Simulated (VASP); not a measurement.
# GaP (F-43m) in VASP: Born charges and dielectric tensor with LDA

Aim: the Born charges and dielectric tensor of GaP with LDA.

All numbers are computed with VASP 6.6.1; they aren't measurements. Logs are shortened: lines on timing, memory, paths and dates and some standing lists are left out, and cuts for length are marked.

**Experimental background.**

From “Stacking defects in GaP nanowires: Electronic structure and optical properties”, 2018, arxiv:1810.01194, for a bulk crystal of GaP at 10 K: band gap 2.34 eV (indirect).

The results are compared with them further down.

## Step 1: The structure

The structure is cubic, space group F-43m (No. 216). The conventional cell has a = 5.393 Å, b = 5.393 Å, c = 5.393 Å, α = 90.00°, β = 90.00°, γ = 90.00°. Ga (site symmetry -43m) is surrounded by 4 P at 2.34 Å. P (site symmetry -43m) has 4 Ga at 2.34 Å as nearest neighbours.

The cell is a database's computed one.

## Step 2: Born charges and dielectric tensor, LDA

INCAR

```
SYSTEM = GaP
ALGO = Normal ; EDIFF = 1E-8
ENCUT = 350 ; IBRION = 8
ISIF = 2 ; ISMEAR = 0
LASPH = .TRUE. ; LCHARG = .FALSE.
LEPSILON = .TRUE. ; LREAL = .FALSE.
LWAVE = .FALSE. ; NELM = 100
NSW = 1 ; PREC = Accurate
SIGMA = 0.02
```

KPOINTS

```
k-points
0
G
  8 8 8
  0 0 0
```

POSCAR

```
GaP
1.0
    0.0000000000      2.6964800000      2.6964800000
    2.6964800000      0.0000000000      2.6964800000
    2.6964800000      2.6964800000      0.0000000000
Ga P
1 1
Direct
    0.0000000000      0.0000000000      0.0000000000
    0.7500000000      0.7500000000      0.7500000000
```

Potentials or basis: VASP PAW LDA potentials, release 64 (Ga_d, P).

Command:

```
cat potpaw_LDA.64/Ga_d/POTCAR potpaw_LDA.64/P/POTCAR > POTCAR
mpirun -np 1 vasp_std > vasp.out
```

OUTCAR:

```text
SYSTEM = GaP
   EDIFF = 1E-8
   ENCUT = 350
   IBRION = 8
   ISIF = 2
   ISMEAR = 0
   LASPH = .TRUE.
   LEPSILON = .TRUE.
   LREAL = .FALSE.
   NELM = 100
   NSW = 1
   PREC = Accurate

 ion  position               nearest neighbor table
   1  0.000  0.000  0.000-   2 2.34   2 2.34   2 2.34   2 2.34
   2  0.750  0.750  0.750-   1 2.34   1 2.34   1 2.34   1 2.34

  LATTYP: Found a face centered cubic cell.
 ALAT       =     5.3929600000

  Lattice vectors:

 A1 = (   0.0000000000,   2.6964800000,   2.6964800000)
 A2 = (   2.6964800000,   0.0000000000,   2.6964800000)
 A3 = (   2.6964800000,   2.6964800000,   0.0000000000)

Analysis of symmetry for initial positions (statically):
=====================================================================
 Subroutine PRICEL returns:
 Original cell was already a primitive cell.

 Routine SETGRP: Setting up the symmetry group for a
 face centered cubic supercell.

 Subroutine GETGRP returns: Found 24 space group operations
 (whereof 24 operations were pure point group operations)
 out of a pool of 48 trial point group operations.

The static configuration has the point symmetry T_d .

Analysis of symmetry for dynamics (positions and initial velocities):
=====================================================================
 Subroutine PRICEL returns:
 Original cell was already a primitive cell.

 Routine SETGRP: Setting up the symmetry group for a
 face centered cubic supercell.

 Subroutine GETGRP returns: Found 24 space group operations
 (whereof 24 operations were pure point group operations)
 out of a pool of 48 trial point group operations.

The dynamic configuration has the point symmetry T_d .

 Subroutine INISYM returns: Found 24 space group operations
 (whereof 24 operations are pure point group operations),
 and found     1 'primitive' translations

----------------------------------------------------------------------------------------

                                     Primitive cell

  volume of cell :      39.2122

  direct lattice vectors                    reciprocal lattice vectors
     0.000000000  2.696480000  2.696480000    -0.185426927  0.185426927  0.185426927
     2.696480000  0.000000000  2.696480000     0.185426927 -0.185426927  0.185426927
     2.696480000  2.696480000  0.000000000     0.185426927  0.185426927 -0.185426927

  length of vectors
     3.813398587  3.813398587  3.813398587     0.321168859  0.321168859  0.321168859

  position of ions in fractional coordinates (direct lattice)
     0.000000000  0.000000000  0.000000000
     0.750000000  0.750000000  0.750000000

  ion indices of the primitive-cell ions
   primitive index   ion index
                 1           1
                 2           2

----------------------------------------------------------------------------------------

 KPOINTS: k-points

Automatic generation of k-mesh.
 Grid dimensions read from file:
 generate k-points for:    8    8    8

 Generating k-lattice:
[... 533 lines left out ...]

 Free energy of the ion-electron system (eV)
  ---------------------------------------------------
  ---------------------------------------------------
  free energy    TOTEN  =        -1.19475441 eV

  energy without entropy =       -1.19475441

------------------------ aborting loop because EDIFF is reached ----------------------------------------

--------------------------------------- Ionic step        2  -------------------------------------------

------------------------ aborting loop because EDIFF is reached ----------------------------------------

--------------------------------------- Ionic step        3  -------------------------------------------

------------------------ aborting loop because EDIFF is reached ----------------------------------------

 PIEZOELECTRIC TENSOR FIELD DIRECTION 3  (e Angst)
 -----------------------------------------------------------------------------
    -0.00026  1.92979  0.00000           (  0.00000  0.03855  0.00000)
     1.92979 -0.00026  0.00000           (  0.03855  0.00000  0.00000)
     0.00000  0.00000 -0.00130           (  0.00000  0.00000  0.00000)

 PIEZOELECTRIC TENSOR FIELD DIRECTION 3  (C/m^2)
 -----------------------------------------------------------------------------
    -0.00011  0.78849  0.00000
     0.78849 -0.00011  0.00000
     0.00000  0.00000 -0.00053

--------------------------------------- Ionic step        4  -------------------------------------------

------------------------ aborting loop because EDIFF is reached ----------------------------------------

[... ionic steps 5 to 6 ...]

--------------------------------------- Ionic step        7  -------------------------------------------

 Free energy of the ion-electron system (eV)
  ---------------------------------------------------
  ---------------------------------------------------
  free energy    TOTEN  =        -0.04757691 eV

  energy without entropy =       -0.04757691

------------------------ aborting loop because EDIFF is reached ----------------------------------------

 INTERNAL STRAIN TENSOR  FOR ION    2  DIRECTION 1   (eV/Angst):
 -----------------------------------------------------------------------------
    -0.01290  0.00000  0.00000
     0.00000  0.00847  7.70965
     0.00000  7.70965  0.00847

 MACROSCOPIC STATIC DIELECTRIC TENSOR (including local field effects in DFT)
 ------------------------------------------------------
          11.472350    -0.000000    -0.000000
          -0.000000    11.472350     0.000000
          -0.000000    -0.000000    11.472350
 ------------------------------------------------------

 PIEZOELECTRIC TENSOR (including local field effects)  for field in x, y, z        (e  Angst)
          XX          YY          ZZ          XY          YZ          ZX
  --------------------------------------------------------------------------------
  x    -0.00000    -0.00000    -0.00000     0.00000     1.93744     0.00000
  y    -0.00000     0.00000     0.00000     0.00000     0.00000     1.93744
  z    -0.00000     0.00000     0.00000     1.93744     0.00000     0.00000

 PIEZOELECTRIC TENSOR (including local field effects)  for field in x, y, z        (C/m^2)
          XX          YY          ZZ          XY          YZ          ZX
  --------------------------------------------------------------------------------
  x    -0.00000    -0.00000    -0.00000     0.00000     0.79162     0.00000
  y    -0.00000     0.00000     0.00000     0.00000     0.00000     0.79162
  z    -0.00000     0.00000     0.00000     0.79162     0.00000     0.00000

 BORN EFFECTIVE CHARGES (including local field effects) (in |e|, cummulative output)
 ---------------------------------------------------------------------------------
 ion    1
    1     2.12119     0.00000     0.00000
    2     0.00000     2.12119     0.00000
    3     0.00000     0.00000     2.12119
 ion    2
    1    -2.12119     0.00000    -0.00000
    2    -0.00000    -2.12119     0.00000
    3     0.00000     0.00000    -2.12119

 INTERNAL STRAIN TENSOR FOR ION    2 for displacements in x,y,z  (eV/Angst):
          X           Y           Z          XY          YZ          ZX
  --------------------------------------------------------------------------------
  x     0.00000     0.00000     0.00000     0.00000     7.70965     0.00000
  y    -0.00000     0.00000    -0.00000     0.00000     0.00000     7.70965
  z     0.00000     0.00000     0.00000     7.70965     0.00000     0.00000

 SECOND DERIVATIVES (NOT SYMMETRIZED)
 ------------------------------------
               1X          1Y          1Z          2X          2Y          2Z
  1X   -10.462781    0.000000    0.000000   10.462781    0.000000    0.000000
  1Y     0.000000  -10.462781    0.000000    0.000000   10.462781    0.000000
  1Z     0.000000    0.000000  -10.462781    0.000000    0.000000   10.462781
  2X    10.475516    0.000000    0.000000  -10.475516    0.000000    0.000000
  2Y     0.000000   10.475516    0.000000    0.000000  -10.475516    0.000000
  2Z     0.000000    0.000000   10.475516    0.000000    0.000000  -10.475516

 Eigenvectors and eigenvalues of the dynamical matrix
 ----------------------------------------------------

   1 f  =   10.923928 THz    68.637064 2PiTHz  364.383017 cm-1    45.177716 meV
             X         Y         Z           dx          dy          dz
      0.000000  0.000000  0.000000     0.554380    0.000000    0.000000
      4.044720  4.044720  4.044720    -0.832264    0.000000   -0.000000
[... 21 lines left out ...]
   6 f/i=    0.003065 THz     0.019261 2PiTHz    0.102252 cm-1     0.012678 meV
             X         Y         Z           dx          dy          dz
      0.000000  0.000000  0.000000     0.185120    0.543713   -0.602304
      4.044720  4.044720  4.044720     0.123310    0.362173   -0.401201

--------------------------------------------------------------------------------------------------------

 MACROSCOPIC STATIC DIELECTRIC TENSOR IONIC CONTRIBUTION
 ------------------------------------------------------
           1.983308     0.000000     0.000000
           0.000000     1.983308    -0.000000
           0.000000    -0.000000     1.983308
 ------------------------------------------------------

 ELASTIC MODULI CONTR FROM IONIC RELAXATION (kBar)
 Direction    XX          YY          ZZ          XY          YZ          ZX
 --------------------------------------------------------------------------------
 XX          -0.0000      0.0000      0.0000     -0.0000      0.0000      0.0000
 YY           0.0000     -0.0000      0.0000     -0.0000     -0.0000     -0.0000
 ZZ           0.0000      0.0000     -0.0000      0.0000     -0.0000      0.0000
 XY          -0.0000     -0.0000      0.0000   -229.7054     -0.0000      0.0000
 YZ           0.0000     -0.0000     -0.0000     -0.0000   -229.7054     -0.0000
 ZX           0.0000     -0.0000      0.0000      0.0000     -0.0000   -229.7054
 --------------------------------------------------------------------------------

 PIEZOELECTRIC TENSOR IONIC CONTR  for field in x, y, z        (C/m^2)
          XX          YY          ZZ          XY          YZ          ZX
  --------------------------------------------------------------------------------
  x     0.00000    -0.00000    -0.00000    -0.00000    -0.63512    -0.00000
  y     0.00000    -0.00000     0.00000     0.00000    -0.00000    -0.63512
  z    -0.00000    -0.00000     0.00000    -0.63512    -0.00000    -0.00000
```

Wall time 4.4 min (1 thread of Intel Xeon Platinum 8375C at 2.90GHz (Ice Lake), shared host); peak memory 0.19 GiB.

What came out:

```yaml
Band_gap_on_the_k_mesh: 1.43 eV, indirect (least direct gap 1.90 eV)
Electronic_dielectric_tensor_diagonal: 11.47
Born_charges_mean_of_the_diagonal: Ga +2.12; P -2.12 e
Highest_phonon_frequency_at_Γ_LO-TO_splitting_left_out: 364 cm⁻¹
```

Levels at points of the mesh, in eV from the valence-band top:
```tsv
k point	band 6	band 7	band 8	band 9	band 10	band 11	band 12	band 13
(0.00, 0.00, 0.00)	-12.75	0.00	0.00	0.00	1.90	3.78	3.78	3.78
(0.50, 0.00, 0.00)	-10.56	-6.89	-1.18	-1.18	1.61	4.62	4.62	8.11
(0.50, 0.50, 0.00)	-9.60	-6.99	-2.82	-2.82	1.43	1.65	10.70	10.70
```

Phonon frequencies in cm⁻¹ (negative: imaginary):
| q point | frequencies |
| --- | --- |
| (0.000, 0.000, 0.000) | 0 0 0 364 364 364 |

Electronic dielectric tensor:
```
11.47  0.00  0.00
 0.00 11.47  0.00
 0.00  0.00 11.47
```

Born effective charge tensors (e):
atom 1, Ga
```
2.12 0.00 0.00
0.00 2.12 0.00
0.00 0.00 2.12
```
atom 2, P
```
-2.12  0.00  0.00
 0.00 -2.12  0.00
 0.00  0.00 -2.12
```

## Step 3: Against experiment

Step 2. Against the measured gap of GaP, 2.34 eV (indirect; 10 K; quoted in “Stacking defects in GaP nanowires: Electronic structure and optical properties”, 2018, arxiv:1810.01194), the calculated 1.43 eV is off by -0.91 eV. Spin-orbit coupling on Ga is left out. The value is that of LDA on a finite k mesh, which can miss the band edges, without temperature or zero-point motion. Semilocal functionals fall short of measured gaps as a rule. The cell is a database's relaxed one, not the measured one, which moves gaps too.
